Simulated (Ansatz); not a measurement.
# Where the states of LiH lie

```
CELL_PARAMETERS angstrom
0.00000 2.14485 2.14485
2.14485 0.00000 2.14485
2.14485 2.14485 0.00000
ATOMIC_POSITIONS crystal
Li 0.00000 0.00000 0.00000
H 0.25000 0.25000 0.25000
```

The cell was built from the zincblende type and relaxed in the same program, and has space group F-43m; it needn't be a known or the stable phase.

Method: DFT, PBE, all-electron LAPW, scalar-relativistic (Ansatz 0.2.0).

Settings: a Γ-centred 13×13×13 k mesh, Fermi–Dirac smearing of 0.05 eV, basis error target 0.25 meV/atom, no spin polarisation.

States per eV and cell, averaged over 0.6 eV, from -4.1 to 5.9 eV, with energies (bin centres) from the valence-band top; empty bins are left out. The partial columns, the largest 2 alone, are projections on Löwdin-orthogonalised atomic shells (those that the program's projection atoms carry: the occupied ones and, for some elements, an empty d or f shell; other empty shells have no column), summed over atoms of an element. Weights on diffuse s and p shells depend on that basis and aren't pure angular character.

| E (eV) | total | H 1s | Li 2s |
| --- | --- | --- | --- |
| -3.9 | 0.01 | 0.00 | 0.01 |
| -3.3 | 0.17 | 0.07 | 0.09 |
| -2.7 | 0.29 | 0.15 | 0.13 |
| -2.1 | 0.40 | 0.25 | 0.14 |
| -1.5 | 0.59 | 0.44 | 0.13 |
| -0.9 | 0.96 | 0.84 | 0.10 |
| -0.3 | 0.92 | 0.86 | 0.03 |
| 4.5 | 0.27 | 0.01 | 0.17 |
| 5.1 | 0.69 | 0.03 | 0.31 |
| 5.7 | 0.65 | 0.05 | 0.25 |

(1) Which of the resolved shells contributes most in the top eV of the valence band?

## Answers

(1) H 1s, with 92 % of all states there; Li 2s follows with 5 %.
